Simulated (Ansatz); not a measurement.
# MoS2 (P6_3/mmc) in Ansatz: further runs

One crystal, MoS2, is run at these levels: LDA, LDA+U; tasks: projected density of states.

Everything below comes from runs of Ansatz 0.2.0. Logs are shortened: lines on timing, memory, paths and dates and some standing lists are left out, and cuts for length are marked.

## 1. The crystal as given

It takes space group P6_3/mmc (No. 194, hexagonal). Conventional cell: a = 3.169 Å, b = 3.169 Å, c = 12.324 Å, α = 90.00°, β = 90.00°, γ = 120.00°. Mo (site symmetry -6m2) is surrounded by 6 S at 2.41 Å. S (site symmetry 3m) is surrounded by 3 Mo at 2.41 Å.

## 2. Projected density of states, LDA

The input, input.yaml:

```yaml
crystal:
  lattice:
    - [3.169, 0.0, 0.0]
    - [-1.5845, 2.7444345046, 0.0]
    - [0.0, 0.0, 12.324]
  atoms:
    - { symbol: Mo, position: [0.6666666667, 0.3333333333, 0.75] }
    - { symbol: Mo, position: [0.3333333333, 0.6666666667, 0.25] }
    - { symbol: S, position: [0.6666666667, 0.3333333333, 0.377] }
    - { symbol: S, position: [0.3333333333, 0.6666666667, 0.877] }
    - { symbol: S, position: [0.6666666667, 0.3333333333, 0.123] }
    - { symbol: S, position: [0.3333333333, 0.6666666667, 0.623] }
hamiltonian:
  xc: lda
  pseudopotentials: { kind: paw }
kpoints:
  mp_grid: { grid: [10, 10, 3] }
scf:
  occupations: { method: fermi_dirac, width: 0.05 }
  n_extra_bands: 15
output:
  forces: true
  stress: true
  eigenvalues: true
  dos: { projected: true, de: 0.05, nscf_kmesh: { grid: [15, 15, 5] } }
```

Potentials or basis: Ansatz PAW.

Launch:

```bash
$ ansatz run input.yaml --threads 2 --pin off --max-ram 5632MiB --backend cpu --events-out ev --progress --plain --runs-dir out
```

The program printed:

```text
Warning: RAYON_NUM_THREADS=2 ignored (pool sized by the plan → 2); use --threads N
scf.n_extra_bands = 15 over 26 filled bands (N_el = 52.0): the run solves 41 bands
Engine: ansatz 0.2.0, aarch64-unknown-linux-gnu
Pseudopotentials: kind: paw
Pseudopotential: Mo, paw, valence charge 14, recommended cutoff 420 eV (normal), Mo.paw.azcp
Pseudopotential: S, paw, valence charge 6, recommended cutoff 420 eV (normal), S.paw.azcp
Functional definition: SPW92
  exchange = slater_x
  correlation = pw_c
Crystal: 6 atoms, lattice volume = 107.183 Å³
Basis set: ecut = 420 eV, 2081 PW (Γ)
Bands: 41, of which v1, the nominal top of the filled ones, is band 26 counted from 1 (25 counted from 0)
Symmetry: 24 space group operations
Space group: P63/mmc (ITA 194), of the structure as read, at distance tolerance 4.8e-5 Å
k-points: 28 of 300
Non-local potential: Mo, projectors of the file, l = 0: 3, l = 1: 2, l = 2: 2, l = 3: 1
Non-local potential: S, projectors of the file, l = 0: 2, l = 1: 2, l = 2: 2
PAW form: soft (Blöchl's): semilocal exchange-correlation on the pseudo side does not see the compensation charge
PAW frozen core: Mo, regenerated for the run's functional, and the local potential with it (the file was generated under x = pbe(κ = 0.804, μ = 0.2195149727645171), c = pbe(β = 0.06672455060314922))
PAW frozen core: S, regenerated for the run's functional, and the local potential with it (the file was generated under x = pbe(κ = 0.804, μ = 0.2195149727645171), c = pbe(β = 0.06672455060314922))
PAW one-centre angular grid: Mo, 590 points (default); XC on 64 Gauss nodes
PAW one-centre angular grid: S, 110 points (default); XC on 64 Gauss nodes
Initial density: superposition of atomic densities (neutral atoms: chi_scale 0, normalization atom), corrected by the library's trained network
Initial wavefunctions: pseudopotential atomic-orbital guess
Functional: x = slater, c = lda
SCF iter   1: F=—  HF=-13169.702319 eV  |F-HF|=—  |Δ(HF+E_count)|=         —  Δρ=7.53e-3  dr2=3.00e-2  ethr=1.77e-3  ⟨swp⟩=6.3  Hψ=5244  notcnv=0  defer=34
preconditioner: auto → Resta (q_TF=auto, 2.418 Å⁻¹)  ε∞=5.1  [insulator: Δε(μ)=0.846 eV  Ē_g=10.674 eV  σ=0.050 eV  W_gap=1.00  n_scr=26 (ndim 8)  ℏωp=21.5 eV  f_vac=0.016  D(μ)=0.00/eV (n_scr^D=0)  ε∞_Penn≈5.1]
SCF iter   2: F=—  HF=-13169.703026 eV  |F-HF|=—  |Δ(HF+E_count)|=   7.07e-4  Δρ=4.15e-3  dr2=7.39e-3  ethr=5.76e-5  ⟨swp⟩=1.8  Hψ=1657  notcnv=0  defer=91
SCF iter   3: F=—  HF=-13169.703360 eV  |F-HF|=—  |Δ(HF+E_count)|=   3.34e-4  Δρ=2.02e-3  dr2=2.64e-3  ethr=1.42e-5  ⟨swp⟩=1.9  Hψ=1174  notcnv=0  defer=91
SCF iter   4: F=—  HF=-13169.703311 eV  |F-HF|=—  |Δ(HF+E_count)|=   4.88e-5  Δρ=2.17e-4  dr2=1.62e-4  ethr=5.07e-6  ⟨swp⟩=2.4  Hψ=1276  notcnv=0  defer=91
SCF iter   5: F=—  HF=-13169.703302 eV  |F-HF|=—  |Δ(HF+E_count)|=   9.32e-6  Δρ=8.22e-5  dr2=1.36e-5  ethr=3.11e-7  ⟨swp⟩=2.0  Hψ=1340  notcnv=0  defer=91
SCF iter   6: F=—  HF=-13169.703303 eV  |F-HF|=—  |Δ(HF+E_count)|=   1.71e-6  Δρ=3.65e-5  dr2=3.59e-6  ethr=2.61e-8  ⟨swp⟩=2.1  Hψ=1424  notcnv=0  defer=91
SCF iter   7: F=-13169.703303 eV  HF=-13169.703303 eV  |F-HF|=1.54e-8  |Δ(HF+E_count)|=   4.70e-7  Δρ=3.83e-6  dr2=3.69e-8  ethr=1.92e-10  ⟨swp⟩=9.5  Hψ=5665  notcnv=0
SCF 1 converged in 7 iterations: F = -13169.703303 eV  dr2 = 3.69e-8
NSCF: frozen V_eff on 81 k-points
SCF converged after 7 iterations
Free energy (F): -13169.703303 eV
Harris-Foulkes:  -13169.703303 eV  (|F-HF|=1.54e-8)
Internal energy: -13169.703298 eV  (E = F + TS)
E sigma→0 (E₀):  -13169.703301 eV
Entropy (-TS):   -0.000005 eV (-0.001 meV/atom)
Fermi energy:    11.044673 eV
--- Per-component energies (eV) ---
  E_band       = -322.812806
  E_kinetic    = 1312.697302
  E_local      = -3939.038602  (includes V_loc(G=0)·N_el)
  E_nonlocal   = 412.297867
  E_hartree    = 1508.577759
  E_xc         = -751.284666
  E_vxc        = -810.098334  (∫ρ·V_xc dr)
  E_paw        = -8453.294989  (= ΣΔE_a)
  E_vpaw       = -315.837019  (= ΣTr[D̂ρ^β])
  E_aug_tail   = 0.000055  (compensation charges beyond the density's cutoff)
  E_ewald      = -3261.216446
  E_core_change = 1.558423  (= ΣΔE_core)
  E_smearing   = -0.000005  (= −TS)
  E_closure    = -0.000000  (closes the sum)
  Σ components = -13169.703303   (vs F -13169.703303, Δ=0.00e0)
--- Forces (eV/Å), atoms counted from 1 ---
  atom   1  Mo    -0.00000000     0.00000000     0.00000000
  atom   2  Mo    -0.00000000    -0.00000000     0.00000000
  atom   3  S      0.00000000    -0.00000000    -0.48114511
  atom   4  S     -0.00000000     0.00000000    -0.48114511
  atom   5  S      0.00000000    -0.00000000     0.48114511
  atom   6  S      0.00000000     0.00000000     0.48114511
  max |Σ_I F_I| component: 2.54e-17 eV/Å
--- Stress (GPa, compression-positive) ---
       -5.826352       0.000000      -0.000000
        0.000000      -5.826352      -0.000000
        0.000000      -0.000000      -5.379048
  P = ⅓ Tr σ = -5.6773 GPa (-56.773 kbar)
--- Band table (eV; the first three rows and the last of 28) ---
  k-point 0: bands = ["-50.7152", "-50.7152", "-24.9292", "-24.9291", "-24.6945", "-24.6945", "-24.6945", "-24.6945", "-4.2505", "-3.9740", "-3.0273", "-2.5700", "3.7647", "4.8334", "7.1149", "7.3808", "7.3808", "7.3937", "7.3937", "8.4818", "8.4818", "8.5284", "8.5284", "9.4653", "9.5075", "10.6696", "12.7469", "12.7469", "12.7745", "12.7745", "12.9244", "12.9244", "13.0999", "13.0999", "16.0644", "16.2185", "18.5970", "19.0689", "19.1391", "20.4643", "20.4643"]
  k-point 1: bands = ["-50.7152", "-50.7152", "-24.9292", "-24.9291", "-24.6946", "-24.6946", "-24.6945", "-24.6945", "-4.1954", "-4.0615", "-2.8968", "-2.6725", "3.9765", "4.4874", "7.3840", "7.3840", "7.3904", "7.3904", "7.6076", "8.4934", "8.4934", "8.5167", "8.5167", "8.5591", "10.1732", "10.5538", "12.7485", "12.7485", "12.7598", "12.7598", "12.9758", "12.9758", "13.0610", "13.0610", "16.1092", "16.1858", "18.7216", "18.9907", "19.3413", "20.0460", "20.5603"]
  k-point 2: bands = ["-50.7114", "-50.7114", "-24.9217", "-24.9216", "-24.7331", "-24.7331", "-24.7033", "-24.7033", "-4.0986", "-3.8245", "-2.9546", "-2.5168", "3.9374", "5.0005", "6.8361", "7.0482", "7.0744", "7.5336", "7.5546", "7.9627", "8.2455", "8.2990", "8.6258", "9.4816", "9.6682", "10.3731", "12.5727", "12.6112", "12.6483", "12.7431", "12.8007", "12.9491", "12.9744", "13.0523", "16.7524", "16.8943", "19.0737", "19.1877", "19.7794", "20.1567", "20.5386"]
  k-point 27: bands = ["-50.6707", "-50.6707", "-25.0065", "-25.0064", "-24.9201", "-24.9201", "-24.8413", "-24.8413", "-1.9605", "-1.9382", "-1.8729", "-1.8511", "4.5469", "4.6262", "5.0277", "5.1072", "6.0717", "6.1218", "6.3235", "6.4091", "7.0237", "7.1910", "7.8629", "8.0595", "9.7866", "9.8693", "11.8013", "11.8388", "12.6792", "13.1230", "13.3837", "13.4318", "14.6450", "14.8384", "16.8689", "17.3273", "17.8885", "18.1857", "19.2867", "19.4215", "20.9524"]
```

Wall time 11 s (2 threads of Arm Neoverse V1, shared host); peak memory 0.43 GiB.

What came out:

```
Free energy            : -13169.7033 eV
Pressure               : -5.7 GPa
Largest force          : 0.481 eV/Å
Band gap on the k mesh : 0.85 eV, indirect (least direct gap 1.86 eV)
```

Forces on the atoms (eV/Å):
```
Mo   0.000  0.000  0.000
Mo   0.000  0.000  0.000
S    0.000  0.000 -0.481
S    0.000  0.000 -0.481
S    0.000  0.000  0.481
S    0.000  0.000  0.481
```

Levels at points of the mesh, in eV from the valence-band top:
```csv
k point,band 24,band 25,band 26,band 27,band 28,band 29
"(0.00, 0.00, 0.00)",-1.20,-1.16,0.00,2.08,2.08,2.10
"(0.00, -0.50, 0.00)",-1.52,-1.42,-1.29,1.57,1.61,1.95
```

States per cell in windows of 1 eV (zero at the valence-band top; states under -8 eV left out):
| from (eV) | total | S 3p | Mo 4d | Mo 5s | S 3s | Mo 4p | Mo 4s |
| --- | --- | --- | --- | --- | --- | --- | --- |
| -8.0 | 0.00 | 0.00 | 0.00 | 0.00 | 0.00 | 0.00 | 0.00 |
| -7.0 | 2.32 | 1.47 | 0.66 | 0.09 | 0.05 | 0.01 | 0.01 |
| -6.0 | 4.09 | 2.61 | 1.25 | 0.08 | 0.10 | 0.02 | 0.01 |
| -5.0 | 5.07 | 3.09 | 1.42 | 0.14 | 0.31 | 0.03 | 0.01 |
| -4.0 | 5.04 | 2.94 | 1.88 | 0.03 | 0.10 | 0.02 | 0.00 |
| -3.0 | 5.74 | 3.89 | 1.56 | 0.02 | 0.15 | 0.03 | 0.00 |
| -2.0 | 4.88 | 2.38 | 2.28 | 0.04 | 0.07 | 0.02 | 0.00 |
| -1.0 | 0.87 | 0.31 | 0.52 | 0.00 | 0.02 | 0.00 | 0.00 |
| 0.0 | 0.10 | 0.04 | 0.05 | 0.00 | 0.00 | 0.00 | 0.00 |
| 1.0 | 6.18 | 1.85 | 3.95 | 0.07 | 0.11 | 0.00 | 0.00 |
| 2.0 | 5.82 | 2.25 | 3.08 | 0.04 | 0.16 | 0.00 | 0.00 |
| 3.0 | 3.42 | 1.53 | 1.56 | 0.00 | 0.15 | 0.00 | 0.00 |
| 4.0 | 0.48 | 0.19 | 0.23 | 0.00 | 0.04 | 0.00 | 0.00 |
| 5.0 | 0.81 | 0.05 | 0.03 | 0.27 | 0.03 | 0.00 | 0.01 |
| 6.0 | 1.99 | 0.15 | 0.05 | 0.49 | 0.09 | 0.00 | 0.01 |
| 7.0 | 3.75 | 0.22 | 0.08 | 0.59 | 0.15 | 0.00 | 0.01 |

Caveat: odd divisions of the mesh miss points on the zone boundary, where band edges often lie, so the gap on the mesh can be too wide; the PAW data sets come from PBE, with cores solved anew for the run's functional, which leaves a small shift of forces and pressure; the density of states is complete only up to the lowest level of the last band computed.

## 3. Projected density of states, LDA+U

input.yaml: that of step 2 with these lines changed.

```diff
@@ -15,2 +15,3 @@
   pseudopotentials: { kind: paw }
+  hubbard: { sites: [{ species: Mo, l: d, u_eff: 1.0 }] }
 kpoints:
```

Potentials or basis: Ansatz PAW.

Launch:

```bash
$ ansatz run input.yaml --threads 2 --pin off --max-ram 5632MiB --backend cpu --events-out ev --progress --plain --runs-dir out
```

It took 13 s on 2 threads of Arm Neoverse V1, shared host; peak memory 0.56 GiB.

Results (log left out):

| Quantity | Value |
| --- | --- |
| Free energy | -13167.2234 eV |
| Pressure | -5.7 GPa |
| Largest force | 0.485 eV/Å |
| Band gap on the k mesh | 0.87 eV, indirect (least direct gap 1.83 eV) |

Forces in eV/Å, atoms in the order of the input:
```
Mo   0.000  0.000  0.000
Mo   0.000  0.000  0.000
S    0.000  0.000 -0.485
S    0.000  0.000 -0.485
S    0.000  0.000  0.485
S    0.000  0.000  0.485
```

Stress tensor (GPa, compression positive):
```
-5.84  0.00  0.00
 0.00 -5.84  0.00
 0.00  0.00 -5.43
```

Levels at points of the mesh, in eV from the valence-band top:
| k point | band 23 | band 24 | band 25 | band 26 | band 27 | band 28 | band 29 | band 30 |
| --- | --- | --- | --- | --- | --- | --- | --- | --- |
| (0.00, 0.00, 0.00) | -2.08 | -1.21 | -1.12 | 0.00 | 2.13 | 2.13 | 2.16 | 2.16 |
| (0.00, -0.50, 0.00) | -1.68 | -1.48 | -1.40 | -1.29 | 1.58 | 1.63 | 1.95 | 2.23 |

States per cell in windows of 1 eV (zero at the valence-band top; states under -8 eV left out):
```csv
from (eV),total,S 3p,Mo 4d,Mo 5s,S 3s,Mo 4p,Mo 4s
-8.0,0.00,0.00,0.00,0.00,0.00,0.00,0.00
-7.0,2.45,1.55,0.70,0.09,0.05,0.01,0.01
-6.0,3.99,2.54,1.22,0.07,0.10,0.02,0.01
-5.0,5.08,3.08,1.44,0.14,0.31,0.03,0.01
-4.0,5.03,2.94,1.89,0.02,0.10,0.02,0.00
-3.0,5.76,3.90,1.56,0.02,0.15,0.03,0.00
-2.0,4.93,2.38,2.32,0.04,0.07,0.02,0.00
-1.0,0.76,0.28,0.44,0.00,0.02,0.00,0.00
0.0,0.14,0.05,0.08,0.00,0.00,0.00,0.00
1.0,6.33,1.90,4.05,0.08,0.11,0.00,0.00
2.0,5.61,2.19,2.94,0.04,0.16,0.00,0.00
3.0,3.42,1.53,1.57,0.00,0.15,0.00,0.00
4.0,0.50,0.19,0.24,0.00,0.04,0.00,0.00
5.0,0.82,0.05,0.03,0.27,0.03,0.00,0.01
6.0,1.99,0.15,0.05,0.48,0.09,0.00,0.01
7.0,3.76,0.22,0.08,0.58,0.14,0.00,0.01
```

Eigenvalues of the final occupation matrices:
| site | spin | trace | eigenvalues |
| --- | --- | --- | --- |
| site 1 | 1 | 2.60 | 0.47 0.47 0.53 0.53 0.58 |
| site 2 | 1 | 2.60 | 0.47 0.47 0.53 0.53 0.58 |

Caveat: odd divisions of the mesh miss points on the zone boundary, where band edges often lie, so the gap on the mesh can be too wide; the PAW data sets come from PBE, with cores solved anew for the run's functional, which leaves a small shift of forces and pressure; the density of states is complete only up to the lowest level of the last band computed.

(Part 1 of 2 ends here.)
